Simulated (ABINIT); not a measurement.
# GaN (F-43m) in ABINIT: a series of runs, part 2 of 2

ABINIT 10.8.3 (patched build). The steps go on from the part before.

### Step 4. Band structure, OLYP, spin-orbit coupling, no magnetisation

run.abi

```
ndtset 2

pp_dirpath "./"
pseudos "Ga.GGA_PBE-JTH.xml, N.GGA_PBE-JTH.xml"

acell 6.0224269985 6.0224269985 6.0224269985
rprim
     0.0000000000     0.7071067812     0.7071067812
     0.7071067812     0.0000000000     0.7071067812
     0.7071067812     0.7071067812     0.0000000000
ntypat 2
znucl 31 7
natom 2
typat 1 2
xcart
     0.0000000000     0.0000000000     0.0000000000
     2.1292494849     2.1292494849     2.1292494849

ecut 26.0
pawecutdg 48.0
pawxcdev 0

ixc -110131

occopt 3
tsmear 0.00183747

nspinor 2
nspden 1
pawspnorb 1

nstep 100

iomode 3
prtwf 0
prteig 0
prtebands 0
prtden1 1
prtvha1 1
prtvclmb1 1
prtpot1 1

kptopt1 4
ngkpt1 10 10 10
nshiftk1 1
shiftk1 0.0 0.0 0.0
nband1 26
tolvrs1 1.0e-9

iscf2 -2
getden2 1
nband2 38
nbdbuf2 8
tolwfr2 1.0e-11
kptopt2 -9
ndivsm2 8
prteig2 1
kptbounds2
     0.0000000000     0.0000000000     0.0000000000
     0.5000000000     0.0000000000     0.5000000000
     0.5000000000     0.2500000000     0.7500000000
     0.3750000000     0.3750000000     0.7500000000
     0.0000000000     0.0000000000     0.0000000000
     0.5000000000     0.5000000000     0.5000000000
     0.6250000000     0.2500000000     0.6250000000
     0.5000000000     0.2500000000     0.7500000000
     0.5000000000     0.5000000000     0.5000000000
     0.3750000000     0.3750000000     0.7500000000
```

Potentials or basis: JTH PAW PBE v2.0.

On the command line:

```
> abinit run.abi > log 2>&1
```

run.abo:

```text
.Version 10.8.3 of ABINIT
 DATASET    1 : space group F2 3 (#196); Bravais cF (face-center cubic)
================================================================================
 Values of the parameters that define the memory need for DATASET  1.
     intxc =       0    ionmov =       0      iscf =      17    lmnmax =      18
     lnmax =       6     mgfft =      30  mpssoang =       3    mqgrid =    3001
     natom =       2  nloc_mem =       2    nspden =       1   nspinor =       2
    nsppol =       1      nsym =      12    n1xccc =       1    ntypat =       2
    occopt =       3   xclevel =       2
       mpw =         990          nfft =       27000          nkpt =          95
 PAW method is used; the additional fine FFT grid is defined by:
   mgfftf=        40    nfftf =     64000
================================================================================
================================================================================

 DATASET    2 : space group F2 3 (#196); Bravais cF (face-center cubic)
================================================================================
 Values of the parameters that define the memory need for DATASET  2.
     intxc =       0    ionmov =       0      iscf =      -2    lmnmax =      18
     lnmax =       6     mgfft =      30  mpssoang =       3    mqgrid =    3001
     natom =       2  nloc_mem =       2    nspden =       1   nspinor =       2
    nsppol =       1      nsym =      12    n1xccc =       1    ntypat =       2
    occopt =       3   xclevel =       2
       mpw =         994          nfft =       27000          nkpt =         139
 PAW method is used; the additional fine FFT grid is defined by:
   mgfftf=        40    nfftf =     64000
================================================================================
[... 2159 lines left out ...]
       0.250000000000      0.250000000000      0.250000000000

 cartesian coordinates (angstrom) at end:
    1      0.00000000000000     0.00000000000000     0.00000000000000
    2      1.12675030300373     1.12675030300373     1.12675030300373
 length scales=  6.022426998500  6.022426998500  6.022426998500 bohr
              =  3.186931119771  3.186931119771  3.186931119771 angstroms
 Eigenvalues (hartree) for nkpt= 139  k points:
 kpt#   1, nband= 38, wtk=  1.00000, kpt=  0.0000  0.0000  0.0000 (reduced coord)
  -0.36974   -0.36974   -0.30055   -0.30055   -0.30055   -0.30055   -0.28710   -0.28710
  -0.27922   -0.27922   -0.27922   -0.27922    0.21619    0.21619    0.21661    0.21661
   0.21661    0.21661    0.28608    0.28608    0.59427    0.59427    0.60625    0.60625
   0.60625    0.60625    0.88336    0.88336    0.91797    0.91797    0.91834    0.91834
   0.91834    0.91834    0.94330    0.94330    0.94330    0.94330
 kpt#   2, nband= 38, wtk=  1.00000, kpt=  0.0217  0.0000  0.0217 (reduced coord)
  -0.36950   -0.36950   -0.30057   -0.30057   -0.30044   -0.30044   -0.28705   -0.28705
  -0.27929   -0.27929   -0.27914   -0.27914    0.21357    0.21357    0.21577    0.21577
   0.21605    0.21605    0.28906    0.28906    0.59407    0.59407    0.60541    0.60541
   0.60683    0.60683    0.88450    0.88450    0.89985    0.89985    0.91928    0.91928
   0.91958    0.91958    0.94371    0.94371    0.96030    0.96030
 kpt#   3, nband= 38, wtk=  1.00000, kpt=  0.0435  0.0000  0.0435 (reduced coord)
  -0.36879   -0.36879   -0.30051   -0.30051   -0.30022   -0.30022   -0.28689   -0.28689
  -0.27935   -0.27935   -0.27904   -0.27904    0.20609    0.20609    0.21405    0.21405
   0.21439    0.21439    0.29684    0.29684    0.59228    0.59228    0.60426    0.60426
   0.60857    0.60857    0.86681    0.86681    0.89552    0.89552    0.92284    0.92284
[... 803 lines left out ...]
   0.68428    0.68435    0.74000    0.74357    0.95263    0.95303    1.06201    1.06751
   1.11038    1.11167    1.17672    1.17687    1.21340    1.21365
 kpt# 138, nband= 38, wtk=  1.00000, kpt=  0.3839  0.3839  0.7321 (reduced coord)
  -0.34159   -0.33880   -0.29749   -0.29445   -0.29252   -0.28306   -0.28146   -0.27938
  -0.27800   -0.27581   -0.21160   -0.20854    0.00487    0.00517    0.06242    0.06402
   0.14107    0.14126    0.41415    0.41429    0.51368    0.51381    0.62922    0.63067
   0.69064    0.69080    0.73043    0.73390    0.96297    0.96338    1.06444    1.07034
   1.12248    1.12414    1.17487    1.17500    1.22042    1.22059
 kpt# 139, nband= 38, wtk=  1.00000, kpt=  0.3750  0.3750  0.7500 (reduced coord)
  -0.34146   -0.33875   -0.29746   -0.29452   -0.29216   -0.28301   -0.28138   -0.27912
  -0.27808   -0.27570   -0.21097   -0.20802    0.00503    0.00529    0.06325    0.06490
   0.13830    0.13848    0.40808    0.40812    0.51242    0.51253    0.63468    0.63597
   0.69579    0.69606    0.72402    0.72733    0.97552    0.97593    1.06374    1.06961
   1.12915    1.13080    1.17079    1.17090    1.23089    1.23107

== END DATASET(S) ==============================================================
================================================================================

 -outvars: echo values of variables after computation  --------
            acell      6.0224269985E+00  6.0224269985E+00  6.0224269985E+00 Bohr
           etotal1    -8.9378075220E+01
            fcart1     2.9639022042E-29  2.9639022042E-29 -8.8917066126E-29
                      -2.9639022042E-29 -2.9639022042E-29  8.8917066126E-29
            rprim      0.0000000000E+00  7.0710678120E-01  7.0710678120E-01
                       7.0710678120E-01  0.0000000000E+00  7.0710678120E-01
                       7.0710678120E-01  7.0710678120E-01  0.0000000000E+00
           strten1    -2.1437746604E-04 -2.1437746604E-04 -2.1437746604E-04
                       0.0000000000E+00  0.0000000000E+00  0.0000000000E+00
           xangst      0.0000000000E+00  0.0000000000E+00  0.0000000000E+00
                       1.1267503030E+00  1.1267503030E+00  1.1267503030E+00
             xred      0.0000000000E+00  0.0000000000E+00  0.0000000000E+00
                       2.5000000000E-01  2.5000000000E-01  2.5000000000E-01
 Calculation completed.
```

Run time: 5.1 min. Hardware: 1 thread of Arm Neoverse V2, shared host; peak memory 0.25 GiB.

Results:

* Free energy: -2432.1013 eV
* Pressure: 6.3 GPa
* Band gap on the k mesh: 1.89 eV, direct
* Band gap along the path: 1.89 eV, direct
* Valence electrons inside the program's atomic spheres: Ga 11.18; N 2.58

Levels at the corners of the path, in eV from the valence-band top:
| point | band 15 | band 16 | band 17 | band 18 | band 19 | band 20 | band 21 | band 22 |
| --- | --- | --- | --- | --- | --- | --- | --- | --- |
| Γ | 0.00 | 0.00 | 0.00 | 0.00 | 1.89 | 1.89 | 10.28 | 10.28 |
| X | -2.67 | -2.67 | -2.63 | -2.63 | 3.57 | 3.57 | 6.89 | 6.89 |
| W | -3.63 | -3.62 | -3.55 | -3.51 | 6.41 | 6.42 | 8.55 | 8.56 |
| K | -4.17 | -4.13 | -2.13 | -2.13 | 5.21 | 5.21 | 8.05 | 8.05 |
| Γ | 0.00 | 0.00 | 0.00 | 0.00 | 1.89 | 1.89 | 10.28 | 10.28 |
| L | -0.96 | -0.96 | -0.94 | -0.94 | 4.85 | 4.85 | 8.98 | 8.98 |
| U | -4.17 | -4.13 | -2.13 | -2.13 | 5.21 | 5.21 | 8.05 | 8.05 |
| W | -3.63 | -3.62 | -3.55 | -3.51 | 6.41 | 6.42 | 8.55 | 8.56 |
| L | -0.96 | -0.96 | -0.94 | -0.94 | 4.85 | 4.85 | 8.98 | 8.98 |
| K | -4.17 | -4.13 | -2.13 | -2.13 | 5.21 | 5.21 | 8.05 | 8.05 |

Caveat: the PAW data sets were made with another functional, which shifts forces and pressure a little.

### Step 5. Overview

| task | level | potentials or basis | spin | cutoff (eV) | fine-grid cutoff | gap on the mesh (eV) | pressure (GPa) |
| --- | --- | --- | --- | --- | --- | --- | --- |
| band structure | PBE | PseudoDojo NC SR PBE v0.4 stringent | off | 1551 | - | 1.75 | 4.6 |
| equation of state | PW91 | PseudoDojo NC SR PBE v0.4.1 standard | off | 1143 | - | - | - |
| band structure | OLYP | JTH PAW PBE v2.0 | SOC, no magnetisation | 707 | 1306.15 eV | 1.89 | 6.3 |

Alike in all rows: cell as given; k mesh 10 × 10 × 10; smearing fermi-dirac 0.05 eV.

Caveats: pressures at fixed basis lie under the slope of the energies (some runs); the potentials were made for another functional, which shifts forces and pressure (some runs); the PAW data sets were made with another functional, which shifts forces and pressure a little (some runs).

Absolute energies hang on the potentials; compare differences alone.

### Step 6. How close it comes

Step 2. Against the measured gap of GaN, 3.299 eV (direct; 0 K; a printed reference work, textbook), the calculated 1.75 eV is off by -1.55 eV. Spin-orbit coupling on Ga is left out. The value is that of PBE, without temperature or zero-point motion. Semilocal functionals fall short of measured gaps as a rule. The cell is a database's relaxed one, not the measured one, which moves gaps too.

Step 4. Against the measured gap of GaN, 3.299 eV (direct; 0 K; a printed reference work, textbook), the calculated 1.89 eV is off by -1.41 eV. The value is that of OLYP, without temperature or zero-point motion. The cell is a database's relaxed one, not the measured one, which moves gaps too.
